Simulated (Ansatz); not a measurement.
The elements of this relaxed crystal are hidden behind letters.

```
lattice vectors (Å)
   0.0000    2.1341    2.1341
   2.1341    0.0000    2.1341
   2.1341    2.1341    0.0000
fractional positions
X 0.5000 0.5000 0.5000
Z 0.0000 0.0000 0.0000
```

Theory: DFT PBE, scalar-relativistic, plane waves, PAW in Ansatz. Plane waves to 420 eV, a 14×14×14 mesh through Γ for the 2-atom cell and 0.02 eV Gaussian smearing; no spin polarisation.

```
Space group                                 : Fm-3m (No. 225)
Conventional cell                           : a = 4.268 Å
Volume per atom                             : 9.72 Å³
Density                                     : 7.15 g/cm³
Energy over the elements                    : +0.035 eV/atom
Gap on the 14×14×14 mesh of the 2-atom cell : 0.42 eV
```

Energies are uncorrected and count from the elements' standard states at the same level.

Question: X is a p-block element of period 4 and Z is a p-block element of period 2. Which elements are they?

Answer: X = Ga, Z = N, so the formula is GaN, here in the rock salt type. Density times volume gives a mean mass of 7.15 × 9.72/1.6605 = 41.9 u per atom, and this set has 41.9 u. Ga is surrounded by 6 N at 2.13 Å; N is surrounded by 6 Ga at 2.13 Å. Other sets within the hints have nearly the same mass, so mass alone doesn't settle it; this one was computed.

Kohn–Sham gaps at this level usually fall short of measured ones. A structure relaxed within its symmetry needn't be a true minimum. Another cell of GaN relaxed alike, in P6_3mc (a cell as deposited in COD), lies 0.48 eV/atom lower, so this cell isn't the stable form at this level.
